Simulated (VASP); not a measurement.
# CoSi (P2_13) in VASP: notebook, part 2 of 2

VASP 6.6.1. The steps go on from the part before.

## 4. Single point, r2SCAN+U, collinear spin, ferromagnetic start

Input file INCAR:

```
SYSTEM = CoSi
ALGO     = Normal         ! electronic algorithm
EDIFF    = 1E-6           ! SCF threshold, eV
ENCUT    = 520            ! plane-wave cutoff, eV
ISIF     = 2              ! what is computed and relaxed
ISMEAR   = -1             ! smearing method
ISPIN    = 2              ! spin polarisation
LASPH    = .True.         ! aspherical terms in the spheres
LCHARG   = .False.        ! write CHGCAR
LDAU     = .True.         ! DFT+U
LDAUJ    = 0 0          
LDAUL    = 2 -1           ! shell
LDAUPRINT= 1            
LDAUTYPE = 2            
LDAUU    = 6 0            ! U, eV
LMAXMIX  = 4              ! l up to which the mixer works
LMIXTAU  = .True.       
LORBIT   = 11             ! projections on sites
LREAL    = .False.        ! projectors in reciprocal space
LWAVE    = .False.        ! write WAVECAR
MAGMOM   = 2 2 2 2 0 0 0 0 ! initial moments
METAGGA  = R2SCAN         ! meta-GGA
NELM     = 120            ! most SCF steps
PREC     = Accurate       ! precision mode
SIGMA    = 0.05           ! smearing width, eV
```

Input file KPOINTS:

```
k-points
0
Gamma
  5 5 5
  0 0 0
```

Input file POSCAR:

```
CoSi
1.0
    4.4380000000      0.0000000000      0.0000000000
    0.0000000000      4.4380000000      0.0000000000
    0.0000000000      0.0000000000      4.4380000000
Co Si
4 4
Direct
    0.8600000000      0.6400000000      0.3600000000
    0.6400000000      0.3600000000      0.8600000000
    0.3600000000      0.8600000000      0.6400000000
    0.1400000000      0.1400000000      0.1400000000
    0.1570000000      0.3430000000      0.6570000000
    0.3430000000      0.6570000000      0.1570000000
    0.6570000000      0.1570000000      0.3430000000
    0.8430000000      0.8430000000      0.8430000000
```

Potentials or basis: VASP PAW PBE potentials, release 64 (Co, Si).

Command:

```console
cat potpaw_PBE.64/Co/POTCAR potpaw_PBE.64/Si/POTCAR > POTCAR
mpirun -np 1 vasp_std > vasp.out
```

OUTCAR:

```text
SYSTEM = CoSi
   EDIFF = 1E-6
   ENCUT = 520
   ISIF = 2
   ISMEAR = -1
   ISPIN = 2
   LASPH = .True.
   LORBIT = 11
   LREAL = .False.
   METAGGA = R2SCAN
   NELM = 120
   PREC = Accurate

 ion  position               nearest neighbor table
   1  0.860  0.640  0.360-   5 2.28   6 2.33   7 2.33   8 2.33   7 2.47   8 2.47   6 2.47   2 2.72
                             2 2.72   4 2.72   4 2.72   3 2.72   3 2.72
   2  0.640  0.360  0.860-   6 2.28   5 2.33   7 2.33   8 2.33   5 2.47   7 2.47   8 2.47   1 2.72
                             1 2.72   3 2.72   3 2.72   4 2.72   4 2.72
   3  0.360  0.860  0.640-   7 2.28   6 2.33   5 2.33   8 2.33   6 2.47   5 2.47   8 2.47   4 2.72
                             2 2.72   2 2.72   4 2.72   1 2.72   1 2.72
   4  0.140  0.140  0.140-   8 2.28   6 2.33   7 2.33   5 2.33   6 2.47   5 2.47   7 2.47   1 2.72
                             3 2.72   3 2.72   1 2.72   2 2.72   2 2.72
   5  0.157  0.343  0.657-   1 2.28   2 2.33   3 2.33   4 2.33   3 2.47   4 2.47   2 2.47   8 2.75
                             6 2.75   6 2.75   8 2.75   7 2.75   7 2.75
   6  0.343  0.657  0.157-   2 2.28   1 2.33   3 2.33   4 2.33   1 2.47   3 2.47   4 2.47   8 2.75
                             5 2.75   5 2.75   7 2.75   7 2.75   8 2.75
   7  0.657  0.157  0.343-   3 2.28   2 2.33   1 2.33   4 2.33   2 2.47   1 2.47   4 2.47   8 2.75
                             8 2.75   5 2.75   6 2.75   6 2.75   5 2.75
   8  0.843  0.843  0.843-   4 2.28   2 2.33   3 2.33   1 2.33   2 2.47   1 2.47   3 2.47   5 2.75
                             6 2.75   7 2.75   7 2.75   5 2.75   6 2.75

  LATTYP: Found a simple cubic cell.
 ALAT       =     4.4380000000

  Lattice vectors:

 A1 = (   4.4380000000,   0.0000000000,   0.0000000000)
 A2 = (   0.0000000000,   4.4380000000,   0.0000000000)
 A3 = (   0.0000000000,   0.0000000000,   4.4380000000)

Analysis of symmetry for initial positions (statically):
=====================================================================
 Subroutine PRICEL returns:
 Original cell was already a primitive cell.

 Routine SETGRP: Setting up the symmetry group for a
 simple cubic supercell.

 Subroutine GETGRP returns: Found 12 space group operations
 (whereof  3 operations were pure point group operations)
 out of a pool of 48 trial point group operations.

The static configuration has the point symmetry C_3 .
 The point group associated with its full space group is T   .

Analysis of symmetry for dynamics (positions and initial velocities):
=====================================================================
 Subroutine PRICEL returns:
 Original cell was already a primitive cell.

 Routine SETGRP: Setting up the symmetry group for a
 simple cubic supercell.

 Subroutine GETGRP returns: Found 12 space group operations
 (whereof  3 operations were pure point group operations)
 out of a pool of 48 trial point group operations.

The dynamic configuration has the point symmetry C_3 .
 The point group associated with its full space group is T   .

Analysis of structural, dynamic, and magnetic symmetry:
=====================================================================
 Subroutine PRICEL returns:
 Original cell was already a primitive cell.

 Routine SETGRP: Setting up the symmetry group for a
 simple cubic supercell.

 Subroutine GETGRP returns: Found 12 space group operations
 (whereof  3 operations were pure point group operations)
 out of a pool of 48 trial point group operations.

The overall configuration has the point symmetry C_3 .
[... 266 lines left out ...]
  o =  0.8802  v =  0.5774  0.5774  0.0000  0.5774  0.0000  0.0000  0.0000  0.0000  0.0000  0.0000      0.0000  0.0000  0.0000  0.0000  0.0000  0.0000  0.0000  0.0000  0.0000  0.0000
  o =  0.8884  v = -0.2600  0.0227 -0.9233  0.2373 -0.1516  0.0000  0.0000  0.0000  0.0000  0.0000      0.0000  0.0000  0.0000  0.0000  0.0000  0.0000  0.0000  0.0000  0.0000  0.0000
  o =  0.8884  v = -0.1239  0.2872 -0.1516 -0.1632  0.9233  0.0000  0.0000  0.0000  0.0000  0.0000      0.0000  0.0000  0.0000  0.0000  0.0000  0.0000  0.0000  0.0000  0.0000  0.0000
  o =  0.9353  v = -0.6927  0.6254  0.2659  0.0674 -0.2319  0.0000  0.0000  0.0000  0.0000  0.0000      0.0000  0.0000  0.0000  0.0000  0.0000  0.0000  0.0000  0.0000  0.0000  0.0000
  o =  0.9353  v = -0.3222 -0.4388  0.2319  0.7610  0.2659  0.0000  0.0000  0.0000  0.0000  0.0000      0.0000  0.0000  0.0000  0.0000  0.0000  0.0000  0.0000  0.0000  0.0000  0.0000

 number of electron      51.9999992 magnetization       4.0071636

 Free energy of the ion-electron system (eV)
  ---------------------------------------------------
  ext. energy  EPLUGINS =         0.00000000
  ---------------------------------------------------
  free energy    TOTEN  =       -74.01566623 eV

  energy without entropy =      -74.00763534  energy(sigma->0) =      -74.01165078

 E-fermi :  12.2237     XC(G=0): -13.7991

 val. band max:       12.0739772682   @ k =   0.4000   0.4000   0.4000
 cond. band min:      12.2484215585   @ k =   0.2000   0.2000   0.0000
 fundamental gap:      0.1744442904
 Fermi energy:        12.2236564177

 spin component 1

 k-point     1 :       0.0000    0.0000    0.0000
  band No.  band energies     occupation
      1      -2.2288      1.00000
      2       3.0082      1.00000
      3       3.0082      1.00000
      4       3.0082      1.00000
      5       5.1844      1.00000
      6       5.1845      1.00000
[... 407 lines left out ...]
     34      17.4364      0.00000
     35      17.9670      0.00000
 Fermi energy:        12.2236564177

 spin component 2

 k-point     1 :       0.0000    0.0000    0.0000
  band No.  band energies     occupation
      1      -2.5641      1.00000
      2       3.0184      1.00000
      3       3.0185      1.00000
      4       3.0186      1.00000
      5       6.1550      1.00000
      6       6.1551      1.00000
[... 407 lines left out ...]
     34      17.5793      0.00000
     35      18.2759      0.00000

------------------------ aborting loop because EDIFF is reached ----------------------------------------

  FORCE on cell =-STRESS in cart. coord.  units (eV):
  Direction    XX          YY          ZZ          XY          YZ          ZX
  --------------------------------------------------------------------------------------
  -------------------------------------------------------------------------------------
  Total        2.5875196      2.5875196      2.5875196      0.0000000     -0.0000000      0.0000000
  in kB       47.4277293     47.4277293     47.4277293      0.0000000     -0.0000000      0.0000000
  external PRESSURE =      47.4277293 kB  Pullay stress =       0.0000000 kB

 VOLUME and BASIS-vectors are now :
 -----------------------------------------------------------------------------
  energy-cutoff  :      520.00
  volume of cell :       87.41
      direct lattice vectors                 reciprocal lattice vectors
     4.438000000  0.000000000  0.000000000     0.225326724  0.000000000  0.000000000
     0.000000000  4.438000000  0.000000000     0.000000000  0.225326724  0.000000000
     0.000000000  0.000000000  4.438000000     0.000000000  0.000000000  0.225326724

 POSITION                                       TOTAL-FORCE (eV/Angst)
 -----------------------------------------------------------------------------------
      3.81668      2.84032      1.59768        -0.076641      0.076641     -0.076641
      2.84032      1.59768      3.81668         0.076641     -0.076641     -0.076641
      1.59768      3.81668      2.84032        -0.076641     -0.076641      0.076641
      0.62132      0.62132      0.62132         0.076641      0.076641      0.076641
      0.69677      1.52223      2.91577        -0.188545      0.188545     -0.188545
      1.52223      2.91577      0.69677         0.188545     -0.188545     -0.188545
      2.91577      0.69677      1.52223        -0.188545     -0.188545      0.188545
      3.74123      3.74123      3.74123         0.188545      0.188545      0.188545
 -----------------------------------------------------------------------------------
    total drift:                                0.000000      0.000001      0.000000

  FREE ENERGIE OF THE ION-ELECTRON SYSTEM (eV)
  ---------------------------------------------------
  free  energy   TOTEN  =       -74.0156662254 eV

  energy  without entropy=      -74.0076353435  energy(sigma->0) =      -74.01165078

 total charge

# of ion       s       p       d       tot
------------------------------------------
    1        0.451   0.656   7.658   8.765
    2        0.451   0.656   7.658   8.765
    3        0.451   0.656   7.658   8.765
    4        0.451   0.656   7.658   8.765
    5        0.730   0.892   0.000   1.622
    6        0.730   0.892   0.000   1.622
    7        0.730   0.892   0.000   1.622
    8        0.730   0.892   0.000   1.622
--------------------------------------------------
tot          4.727   6.190  30.633  41.550

 magnetization (x)

# of ion       s       p       d       tot
------------------------------------------
    1       -0.002  -0.038   1.358   1.318
    2       -0.002  -0.038   1.358   1.318
    3       -0.002  -0.038   1.358   1.318
    4       -0.002  -0.038   1.358   1.318
    5       -0.019  -0.077   0.000  -0.096
    6       -0.019  -0.077   0.000  -0.096
    7       -0.019  -0.077   0.000  -0.096
    8       -0.019  -0.077   0.000  -0.096
--------------------------------------------------
tot         -0.084  -0.459   5.432   4.888
```

Run time: 3.8 min. Hardware: 1 thread of Intel Xeon 6975P-C (Granite Rapids), shared host; peak memory 0.29 GiB.

What came out:

* Free energy: -74.0157 eV
* Pressure: 4.7 GPa
* Largest force: 0.327 eV/Å
* Band gap on the k mesh: none (metal or under the smearing width)
* Net moment: 4.01 μB per cell
* Site moments: Co +1.32; Si -0.10 μB
* Valence electrons inside the program's atomic spheres: Co 8.77; Si 1.62

Forces on the atoms (eV/Å):
```
Co  -0.077  0.077 -0.077
Co   0.077 -0.077 -0.077
Co  -0.077 -0.077  0.077
Co   0.077  0.077  0.077
Si  -0.189  0.189 -0.189
Si   0.189 -0.189 -0.189
Si  -0.189 -0.189  0.189
Si   0.189  0.189  0.189
```

Eigenvalues of the final occupation matrices:
| site | spin | trace | eigenvalues |
| --- | --- | --- | --- |
| site 1 d | 1 | 4.53 | 0.88 0.89 0.89 0.94 0.94 |
| site 1 d | 2 | 3.17 | 0.28 0.28 0.87 0.87 0.88 |
| site 2 d | 1 | 4.53 | 0.88 0.89 0.89 0.94 0.94 |
| site 2 d | 2 | 3.17 | 0.28 0.28 0.87 0.87 0.88 |
| site 3 d | 1 | 4.53 | 0.88 0.89 0.89 0.94 0.94 |
| site 3 d | 2 | 3.17 | 0.28 0.28 0.87 0.87 0.88 |
| site 4 d | 1 | 4.53 | 0.88 0.89 0.89 0.94 0.94 |
| site 4 d | 2 | 3.17 | 0.28 0.28 0.87 0.87 0.88 |

Caveat: the PAW data sets were made with another functional, which shifts forces and pressure a little; the U is typed as a test and isn't derived for this compound.

## 5. The reference run

An earlier run on the cell as given: functional PBE; potentials or basis VASP PAW PBE potentials, release 64 (Co, Si); cutoff 520 eV; k mesh 6 × 6 × 6; occupations fermi-dirac, width 0.05 eV; collinear spin, ferromagnetic start; starting moments [2.0, 2.0, 2.0, 2.0, 0.0, 0.0, 0.0, 0.0] μB.

* Pressure: -0.4 GPa
* Largest force: 0.270 eV/Å
* Band gap on the k mesh: none (metal or under the smearing width)
* Net moment: 0.00 μB per cell
* Valence electrons inside the program's atomic spheres: Co 8.61; Si 1.61

## 6. The runs side by side

```csv
U,gap on the mesh (eV),pressure (GPa),moment (μB),largest force (eV/Å)
Co d U = 4 eV,none,0.1,4.00,0.16
Co d U = 5 eV,none,1.7,4.00,0.23
Co d U = 6 eV,none,4.7,4.01,0.33
```

Alike in all rows: task single point; level r2SCAN+U; potentials or basis VASP PAW PBE potentials, release 64 (Co, Si); spin collinear, ferromagnetic start; cell as given; k mesh 5 × 5 × 5; cutoff (eV) 520; smearing fermi-dirac 0.05 eV.

Every run on the cell as given and a fine mesh finds a metal.

Caveats: the PAW data sets were made with another functional, which shifts forces and pressure a little; the U is typed as a test and isn't derived for this compound.

Total energies depend on the potentials used, so only differences within one code and one set of settings carry meaning.
